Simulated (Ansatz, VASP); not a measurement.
# AlN in VASP and in Ansatz

```
Al N
1.0
     3.11438    0.00000    0.00000
    -1.55719    2.69713    0.00000
     0.00000    0.00000    4.98480
Al N
2 2
Cartesian
  0.0000 1.8501 0.0076
  1.5572 0.8470 2.5000
  0.0000 1.7517 1.9116
  1.5572 0.9455 4.4040
```

Change from the starting cell: mode 5 frozen in at +0.052 Å, equal normal strain along x, y and z +0.0083.

Alike in both runs: task single point; functional LDA; k mesh 9 × 9 × 6; occupations gaussian, width 0.05 eV; no spin polarisation.

|  | VASP | Ansatz |
| --- | --- | --- |
| version | VASP 6.6.1 | Ansatz 0.2.0 |
| potentials or method | VASP PAW LDA potentials, release 64 (Al, N) | scalar-relativistic, plane waves, PAW |
| plane-wave cutoff (eV) | 520 | 520 |
| valence electrons in the cell | 16 | 16 |

Ansatz gave:

| Property | Result |
| --- | --- |
| gap on the k mesh at the Fermi level (eV) | 4.17 |
| least direct gap on the mesh (eV) | 4.17 |
| pressure (GPa) | -5.1 |
| largest component of the traceless stress (GPa) | 0.51 |
| rms of the force components (eV/Å) | 0.137 |

Q: Which values does VASP return?

A: gap on the k mesh at the Fermi level (eV): 4.17; least direct gap on the mesh (eV): 4.17; pressure (GPa): -4.5; largest component of the traceless stress (GPa): 0.48; rms of the force components (eV/Å): 0.137.

Atom by atom the forces differ by 0.001 eV/Å (rms over components).

Caveats: an odd mesh through Γ misses points on the zone boundary, where band edges often lie.
